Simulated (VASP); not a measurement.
# MgO (Fm-3m) in VASP: a series of runs, part 2 of 3

VASP 6.6.1. Earlier steps stand in the parts before.

## (4) Band structure, HSE03

The input, POSCAR:

```
MgO
1.0
    0.0000000000      2.0970013927      2.0970013927
    2.0970013927      0.0000000000      2.0970013927
    2.0970013927      2.0970013927      0.0000000000
Mg O
1 1
Direct
    0.0000000000      0.0000000000      0.0000000000
    0.5000000000      0.5000000000      0.5000000000
```

The input, INCAR.step1:

```
PREC     = Accurate       # precision mode
ENCUT    = 520            # plane-wave cutoff, eV
EDIFF    = 1E-5           # SCF threshold, eV
ISMEAR   = 0              # smearing method
SIGMA    = 0.02           # smearing width, eV
LREAL    = False          # projectors in reciprocal space
LASPH    = True           # aspherical terms in the spheres
NELM     = 100            # most SCF steps
ALGO     = Normal         # electronic algorithm
ISIF     = 2              # what is computed and relaxed
LWAVE    = True           # write WAVECAR
LCHARG   = False          # write CHGCAR
NBANDS   = 11             # bands
GGA      = PE             # functional
KPAR     = 4
```

The input, INCAR.step2:

```
PREC     = Accurate       # precision mode
ENCUT    = 520            # plane-wave cutoff, eV
EDIFF    = 1E-7           # SCF threshold, eV
ISMEAR   = 0              # smearing method
SIGMA    = 0.02           # smearing width, eV
LREAL    = False          # projectors in reciprocal space
LASPH    = True           # aspherical terms in the spheres
NELM     = 100            # most SCF steps
ALGO     = Normal         # electronic algorithm
ISIF     = 2              # what is computed and relaxed
LWAVE    = False          # write WAVECAR
LCHARG   = False          # write CHGCAR
GGA      = PE             # functional
LHFCALC  = True           # exact exchange
HFSCREEN = 0.3            # screening, 1/A
PRECFOCK = Fast         
NBANDS   = 11             # bands
ISTART   = 1            
KPAR     = 4
```

The input, KPOINTS:

```
Automatic mesh
0
Gamma
  8 8 8
```

The input, KPOINTS_OPT:

```
path GXWKGLUWLK,UX
8
line-mode
reciprocal
 0.0000000000  0.0000000000  0.0000000000  G
 0.5000000000  0.0000000000  0.5000000000  X

 0.5000000000  0.0000000000  0.5000000000  X
 0.5000000000  0.2500000000  0.7500000000  W

 0.5000000000  0.2500000000  0.7500000000  W
 0.3750000000  0.3750000000  0.7500000000  K

 0.3750000000  0.3750000000  0.7500000000  K
 0.0000000000  0.0000000000  0.0000000000  G

 0.0000000000  0.0000000000  0.0000000000  G
 0.5000000000  0.5000000000  0.5000000000  L

 0.5000000000  0.5000000000  0.5000000000  L
 0.6250000000  0.2500000000  0.6250000000  U

 0.6250000000  0.2500000000  0.6250000000  U
 0.5000000000  0.2500000000  0.7500000000  W

 0.5000000000  0.2500000000  0.7500000000  W
 0.5000000000  0.5000000000  0.5000000000  L

 0.5000000000  0.5000000000  0.5000000000  L
 0.3750000000  0.3750000000  0.7500000000  K

 0.6250000000  0.2500000000  0.6250000000  U
 0.5000000000  0.0000000000  0.5000000000  X
```

Potentials or basis: VASP PAW PBE potentials, release 64 (Mg, O).

Run with:

```bash
$ cat potpaw_PBE.64/Mg/POTCAR potpaw_PBE.64/O/POTCAR > POTCAR
$ cp INCAR.step1 INCAR
$ mpirun -np 4 vasp_std > vasp.out
$ cp INCAR.step2 INCAR
$ mpirun -np 4 vasp_std > vasp.out
```

OUTCAR:

```text
PREC = Accurate
   ENCUT = 520
   EDIFF = 1E-7
   ISMEAR = 0
   LREAL = False
   LASPH = True
   NELM = 100
   ISIF = 2
   GGA = PE
   LHFCALC = True
   HFSCREEN = 0.3
   PRECFOCK = Fast
   ISTART = 1

 ion  position               nearest neighbor table
   1  0.000  0.000  0.000-   2 2.10   2 2.10   2 2.10   2 2.10   2 2.10   2 2.10
   2  0.500  0.500  0.500-   1 2.10   1 2.10   1 2.10   1 2.10   1 2.10   1 2.10

  LATTYP: Found a face centered cubic cell.
 ALAT       =     4.1940027854

  Lattice vectors:

 A1 = (   0.0000000000,   2.0970013927,   2.0970013927)
 A2 = (   2.0970013927,   0.0000000000,   2.0970013927)
 A3 = (   2.0970013927,   2.0970013927,   0.0000000000)

Analysis of symmetry for initial positions (statically):
=====================================================================
 Subroutine PRICEL returns:
 Original cell was already a primitive cell.

 Routine SETGRP: Setting up the symmetry group for a
 face centered cubic supercell.

 Subroutine GETGRP returns: Found 48 space group operations
 (whereof 48 operations were pure point group operations)
 out of a pool of 48 trial point group operations.

The static configuration has the point symmetry O_h .

Analysis of symmetry for dynamics (positions and initial velocities):
=====================================================================
 Subroutine PRICEL returns:
 Original cell was already a primitive cell.

 Routine SETGRP: Setting up the symmetry group for a
 face centered cubic supercell.

 Subroutine GETGRP returns: Found 48 space group operations
 (whereof 48 operations were pure point group operations)
 out of a pool of 48 trial point group operations.

The dynamic configuration has the point symmetry O_h .

 Subroutine INISYM returns: Found 48 space group operations
 (whereof 48 operations are pure point group operations),
 and found     1 'primitive' translations

----------------------------------------------------------------------------------------

                                     Primitive cell

[... 123 lines left out ...]
   HFSCREEN=    0.3000 screening length (either q_TF or 0.3 A-1)
   HFSCREENC=   0.3000 screening length for correlation (either q_TF or 0.3 A-1)
   ENCUTFOCK=  -1.0 apply spherical cutoff to Coloumb kernel
   IVDW    =     0    specifies the selected vdW correction
   LEPSILON=     F    determine dielectric tensor
   LRPA    =     F    only Hartree local field effects (RPA)
 non-spin polarized calculation
 Gauss-broadening in eV      SIGMA  =   0.02
  energy-cutoff  :      520.00
  volume of cell :       18.44
 maximum number of plane-waves:       531
 NGX is ok and might be reduce to    24
  NGX = 14; NGY = 14; NGZ = 14

 number of electron       8.0000004 magnetization

 Free energy of the ion-electron system (eV)
  ---------------------------------------------------
  ext. energy  EPLUGINS =         0.00000000
  ---------------------------------------------------
  free energy    TOTEN  =       -13.96674777 eV

  energy without entropy =      -13.96674777  energy(sigma->0) =      -13.96674777

 E-fermi :   2.3395     XC(G=0):  -9.2946

 val. band max:        2.1873503997   @ k =   0.0000   0.0000   0.0000
 cond. band min:       8.5143868528   @ k =   0.0000   0.0000   0.0000
 fundamental gap:      6.3270364531
 Fermi energy:         2.3394959324

 k-point     1 :       0.0000    0.0000    0.0000
  band No.  band energies     occupation
      1     -16.6587      2.00000
      2       2.1873      2.00000
      3       2.1873      2.00000
      4       2.1874      2.00000
      5       8.5144      0.00000
      6      19.7359      0.00000
      7      19.7359      0.00000
      8      19.7359      0.00000
      9      23.7156      0.00000
     10      25.6321      0.00000
     11      25.6321      0.00000
[... 309 lines left out ...]
 k-point    24 :      -0.3750    0.2500    0.1250
  band No.  band energies     occupation
      1     -15.1210      2.00000
      2      -2.0999      2.00000
      3       0.1095      2.00000
      4       1.1096      2.00000
      5      13.5659      0.00000
      6      16.3736      0.00000
      7      17.5365      0.00000
      8      21.0954      0.00000
      9      24.7339      0.00000
     10      26.4264      0.00000
     11      30.4957      0.00000

 [... further k-points ...]
[... 5 lines left out ...]
  --------------------------------------------------------------------------------------
  -------------------------------------------------------------------------------------
  Total        0.0921543      0.0921543      0.0921543     -0.0000000      0.0000000     -0.0000000
  in kB        8.0057165      8.0057165      8.0057165     -0.0000000      0.0000000     -0.0000000
  external PRESSURE =       8.0057165 kB  Pullay stress =       0.0000000 kB

 VOLUME and BASIS-vectors are now :
 -----------------------------------------------------------------------------
  energy-cutoff  :      520.00
  volume of cell :       18.44
      direct lattice vectors                 reciprocal lattice vectors
     0.000000000  2.097001393  2.097001393    -0.238435702  0.238435702  0.238435702
     2.097001393  0.000000000  2.097001393     0.238435702 -0.238435702  0.238435702
     2.097001393  2.097001393  0.000000000     0.238435702  0.238435702 -0.238435702

 POSITION                                       TOTAL-FORCE (eV/Angst)
 -----------------------------------------------------------------------------------
      0.00000      0.00000      0.00000         0.000000      0.000000      0.000000
      2.09700      2.09700      2.09700        -0.000000      0.000000     -0.000000
 -----------------------------------------------------------------------------------
    total drift:                               -0.000065     -0.000089     -0.000089

  FREE ENERGIE OF THE ION-ELECTRON SYSTEM (eV)
  ---------------------------------------------------
  free  energy   TOTEN  =       -13.9667477703 eV

  energy  without entropy=      -13.9667477703  energy(sigma->0) =      -13.96674777
```

It took 7.5 min on 4 MPI ranks of Intel Xeon Platinum 8488C (Sapphire Rapids), shared host; peak memory 0.28 GiB.

Results:

* Free energy: -13.9667 eV
* Pressure: 0.8 GPa
* Band gap on the k mesh: 6.33 eV, direct
* Band gap along the path: 6.33 eV, direct

Levels at the corners of the path, in eV from the valence-band top:
```tsv
point	band 1	band 2	band 3	band 4	band 5	band 6	band 7	band 8
Γ	-18.85	0.00	0.00	0.00	6.33	17.55	17.55	17.55
X	-17.19	-4.40	-1.47	-1.47	10.61	11.72	15.21	21.28
X	-17.19	-4.40	-1.47	-1.47	10.61	11.72	15.21	21.28
W	-17.14	-3.18	-3.18	-1.90	13.47	13.47	14.07	17.51
W	-17.14	-3.18	-3.18	-1.90	13.47	13.47	14.07	17.51
K	-17.18	-3.76	-2.91	-1.25	11.72	13.66	14.52	20.27
K	-17.18	-3.76	-2.91	-1.25	11.72	13.66	14.52	20.27
Γ	-18.85	0.00	0.00	0.00	6.33	17.55	17.55	17.55
Γ	-18.85	0.00	0.00	0.00	6.33	17.55	17.55	17.55
L	-17.47	-4.95	-0.72	-0.72	9.50	14.72	18.17	18.17
L	-17.47	-4.95	-0.72	-0.72	9.50	14.72	18.17	18.17
U	-17.18	-3.76	-2.91	-1.25	11.72	13.66	14.52	20.27
U	-17.18	-3.76	-2.91	-1.25	11.72	13.66	14.52	20.27
W	-17.14	-3.18	-3.18	-1.90	13.47	13.47	14.07	17.51
W	-17.14	-3.18	-3.18	-1.90	13.47	13.47	14.07	17.51
L	-17.47	-4.95	-0.72	-0.72	9.50	14.72	18.17	18.17
L	-17.47	-4.95	-0.72	-0.72	9.50	14.72	18.17	18.17
K	-17.18	-3.76	-2.91	-1.25	11.72	13.66	14.52	20.27
U	-17.18	-3.76	-2.91	-1.25	11.72	13.66	14.52	20.27
X	-17.19	-4.40	-1.47	-1.47	10.61	11.72	15.21	21.28
```

Caveat: the PAW data sets were made with another functional, which shifts forces and pressure a little.

## (5) Band structure, PBE0

POSCAR is that of step 4.

INCAR.step1 is that of step 4.

Changes to INCAR.step2 since step 4:

```diff
@@ -14,3 +14,3 @@
 LHFCALC  = True           # exact exchange
-HFSCREEN = 0.3            # screening, 1/A
+AEXX     = 0.25           # exact-exchange fraction
 PRECFOCK = Fast         
@@ -18,2 +18,3 @@
 ISTART   = 1            
+HFRCUT   = -1           
 KPAR     = 4
```

KPOINTS is that of step 4.

KPOINTS_OPT is that of step 4.

Potentials or basis: VASP PAW PBE potentials, release 64 (Mg, O).

Run with:

```bash
$ cat potpaw_PBE.64/Mg/POTCAR potpaw_PBE.64/O/POTCAR > POTCAR
$ cp INCAR.step1 INCAR
$ mpirun -np 4 vasp_std > vasp.out
$ cp INCAR.step2 INCAR
$ mpirun -np 4 vasp_std > vasp.out
```

OUTCAR:

```text
PREC = Accurate
   ENCUT = 520
   EDIFF = 1E-7
   ISMEAR = 0
   LREAL = False
   LASPH = True
   NELM = 100
   ISIF = 2
   GGA = PE
   LHFCALC = True
   AEXX = 0.25
   PRECFOCK = Fast
   ISTART = 1

 ion  position               nearest neighbor table
   1  0.000  0.000  0.000-   2 2.10   2 2.10   2 2.10   2 2.10   2 2.10   2 2.10
   2  0.500  0.500  0.500-   1 2.10   1 2.10   1 2.10   1 2.10   1 2.10   1 2.10

  LATTYP: Found a face centered cubic cell.
 ALAT       =     4.1940027854

  Lattice vectors:

 A1 = (   0.0000000000,   2.0970013927,   2.0970013927)
 A2 = (   2.0970013927,   0.0000000000,   2.0970013927)
 A3 = (   2.0970013927,   2.0970013927,   0.0000000000)

Analysis of symmetry for initial positions (statically):
=====================================================================
 Subroutine PRICEL returns:
 Original cell was already a primitive cell.

 Routine SETGRP: Setting up the symmetry group for a
 face centered cubic supercell.

 Subroutine GETGRP returns: Found 48 space group operations
 (whereof 48 operations were pure point group operations)
 out of a pool of 48 trial point group operations.

The static configuration has the point symmetry O_h .

Analysis of symmetry for dynamics (positions and initial velocities):
=====================================================================
 Subroutine PRICEL returns:
 Original cell was already a primitive cell.

 Routine SETGRP: Setting up the symmetry group for a
 face centered cubic supercell.

 Subroutine GETGRP returns: Found 48 space group operations
 (whereof 48 operations were pure point group operations)
 out of a pool of 48 trial point group operations.

The dynamic configuration has the point symmetry O_h .

 Subroutine INISYM returns: Found 48 space group operations
 (whereof 48 operations are pure point group operations),
 and found     1 'primitive' translations

[... 125 lines left out ...]
   NKREDZ  =     1    reduce k-point grid by
   AEXX    =    0.2500 exact exchange contribution
   HFSCREEN=    0.0000 screening length (either q_TF or 0.3 A-1)
   HFSCREENC=   0.0000 screening length for correlation (either q_TF or 0.3 A-1)
   ENCUTFOCK=  -1.0 apply spherical cutoff to Coloumb kernel
   IVDW    =     0    specifies the selected vdW correction
   LEPSILON=     F    determine dielectric tensor
   LRPA    =     F    only Hartree local field effects (RPA)
 non-spin polarized calculation
 Gauss-broadening in eV      SIGMA  =   0.02
  energy-cutoff  :      520.00
  volume of cell :       18.44
 maximum number of plane-waves:       531
 NGX is ok and might be reduce to    24
  NGX = 14; NGY = 14; NGZ = 14

 number of electron       8.0000004 magnetization

 Free energy of the ion-electron system (eV)
  ---------------------------------------------------
  ext. energy  EPLUGINS =         0.00000000
  ---------------------------------------------------
  free energy    TOTEN  =       -14.78385933 eV

  energy without entropy =      -14.78385933  energy(sigma->0) =      -14.78385933

 E-fermi :   1.8120     XC(G=0):  -8.7423

 val. band max:        1.6409474673   @ k =   0.0000   0.0000   0.0000
 cond. band min:       8.9585061893   @ k =   0.0000   0.0000   0.0000
 fundamental gap:      7.3175587220
 Fermi energy:         1.8119594417

 k-point     1 :       0.0000    0.0000    0.0000
  band No.  band energies     occupation
      1     -17.2762      2.00000
      2       1.6409      2.00000
      3       1.6409      2.00000
      4       1.6409      2.00000
      5       8.9585      0.00000
      6      20.2557      0.00000
      7      20.2557      0.00000
      8      20.2557      0.00000
      9      24.1885      0.00000
     10      26.1810      0.00000
     11      26.1810      0.00000
[... 309 lines left out ...]
 k-point    24 :      -0.3750    0.2500    0.1250
  band No.  band energies     occupation
      1     -15.7288      2.00000
      2      -2.7152      2.00000
      3      -0.4771      2.00000
      4       0.5417      2.00000
      5      14.0581      0.00000
      6      16.8990      0.00000
      7      18.0602      0.00000
      8      21.6284      0.00000
      9      25.2700      0.00000
     10      26.9649      0.00000
     11      31.0305      0.00000

 [... further k-points ...]
[... 5 lines left out ...]
  --------------------------------------------------------------------------------------
  -------------------------------------------------------------------------------------
  Total        0.0741623      0.0741623      0.0741623      0.0000000      0.0000000      0.0000000
  in kB        6.4426994      6.4426994      6.4426994      0.0000000      0.0000000      0.0000000
  external PRESSURE =       6.4426994 kB  Pullay stress =       0.0000000 kB

 VOLUME and BASIS-vectors are now :
 -----------------------------------------------------------------------------
  energy-cutoff  :      520.00
  volume of cell :       18.44
      direct lattice vectors                 reciprocal lattice vectors
     0.000000000  2.097001393  2.097001393    -0.238435702  0.238435702  0.238435702
     2.097001393  0.000000000  2.097001393     0.238435702 -0.238435702  0.238435702
     2.097001393  2.097001393  0.000000000     0.238435702  0.238435702 -0.238435702

 POSITION                                       TOTAL-FORCE (eV/Angst)
 -----------------------------------------------------------------------------------
      0.00000      0.00000      0.00000         0.000000      0.000000      0.000000
      2.09700      2.09700      2.09700        -0.000000     -0.000000     -0.000000
 -----------------------------------------------------------------------------------
    total drift:                               -0.000000     -0.000000     -0.000000

  FREE ENERGIE OF THE ION-ELECTRON SYSTEM (eV)
  ---------------------------------------------------
  free  energy   TOTEN  =       -14.7838593311 eV

  energy  without entropy=      -14.7838593311  energy(sigma->0) =      -14.78385933
```

OUTCAR.step1:

```text
PREC = Accurate
   ENCUT = 520
   EDIFF = 1E-5
   ISMEAR = 0
   LREAL = False
[... 560 lines left out ...]
      0.00000      0.00000      0.00000        -0.000000     -0.000000     -0.000000
      2.09700      2.09700      2.09700         0.000000      0.000000      0.000000
 -----------------------------------------------------------------------------------
    total drift:                               -0.000000     -0.000000      0.000000

  FREE ENERGIE OF THE ION-ELECTRON SYSTEM (eV)
  ---------------------------------------------------
  free  energy   TOTEN  =       -11.8976730900 eV

  energy  without entropy=      -11.8976730900  energy(sigma->0) =      -11.89767309
```

It took 6.7 min on 4 MPI ranks of Intel Xeon Platinum 8488C (Sapphire Rapids), shared host; peak memory 0.19 GiB.

What came out:

| Property | Result |
| --- | --- |
| Free energy | -14.7839 eV |
| Pressure | 0.6 GPa |
| Band gap on the k mesh | 7.32 eV, direct |
| Band gap along the path | 7.32 eV, direct |

Levels at the corners of the path, in eV from the valence-band top:
| point | band 1 | band 2 | band 3 | band 4 | band 5 | band 6 | band 7 | band 8 | band 9 |
| --- | --- | --- | --- | --- | --- | --- | --- | --- | --- |
| Γ | -18.92 | 0.00 | 0.00 | 0.00 | 7.32 | 18.61 | 18.61 | 18.61 | 22.55 |
| X | -17.25 | -4.47 | -1.50 | -1.50 | 11.63 | 12.77 | 16.29 | 22.37 | 22.37 |
| X | -17.25 | -4.47 | -1.50 | -1.50 | 11.63 | 12.77 | 16.29 | 22.37 | 22.37 |
| W | -17.20 | -3.24 | -3.24 | -1.94 | 14.53 | 14.53 | 15.15 | 18.59 | 25.20 |
| W | -17.20 | -3.24 | -3.24 | -1.94 | 14.53 | 14.53 | 15.15 | 18.59 | 25.20 |
| K | -17.24 | -3.82 | -2.96 | -1.28 | 12.76 | 14.73 | 15.59 | 21.36 | 21.46 |
| K | -17.24 | -3.82 | -2.96 | -1.28 | 12.76 | 14.73 | 15.59 | 21.36 | 21.46 |
| Γ | -18.92 | 0.00 | 0.00 | 0.00 | 7.32 | 18.61 | 18.61 | 18.61 | 22.55 |
| Γ | -18.92 | 0.00 | 0.00 | 0.00 | 7.32 | 18.61 | 18.61 | 18.61 | 22.55 |
| L | -17.53 | -5.02 | -0.73 | -0.73 | 10.51 | 15.80 | 19.24 | 19.24 | 24.02 |
| L | -17.53 | -5.02 | -0.73 | -0.73 | 10.51 | 15.80 | 19.24 | 19.24 | 24.02 |
| U | -17.24 | -3.82 | -2.96 | -1.28 | 12.76 | 14.73 | 15.59 | 21.36 | 21.46 |
| U | -17.24 | -3.82 | -2.96 | -1.28 | 12.76 | 14.73 | 15.59 | 21.36 | 21.46 |
| W | -17.20 | -3.24 | -3.24 | -1.94 | 14.53 | 14.53 | 15.15 | 18.59 | 25.20 |
| W | -17.20 | -3.24 | -3.24 | -1.94 | 14.53 | 14.53 | 15.15 | 18.59 | 25.20 |
| L | -17.53 | -5.02 | -0.73 | -0.73 | 10.51 | 15.80 | 19.24 | 19.24 | 24.02 |
| L | -17.53 | -5.02 | -0.73 | -0.73 | 10.51 | 15.80 | 19.24 | 19.24 | 24.02 |
| K | -17.24 | -3.82 | -2.96 | -1.28 | 12.76 | 14.73 | 15.59 | 21.36 | 21.46 |
| U | -17.24 | -3.82 | -2.96 | -1.28 | 12.76 | 14.73 | 15.59 | 21.36 | 21.46 |
| X | -17.25 | -4.47 | -1.50 | -1.50 | 11.63 | 12.77 | 16.29 | 22.37 | 22.37 |

Caveat: the PAW data sets were made with another functional, which shifts forces and pressure a little.

[end of part 2 of 3]
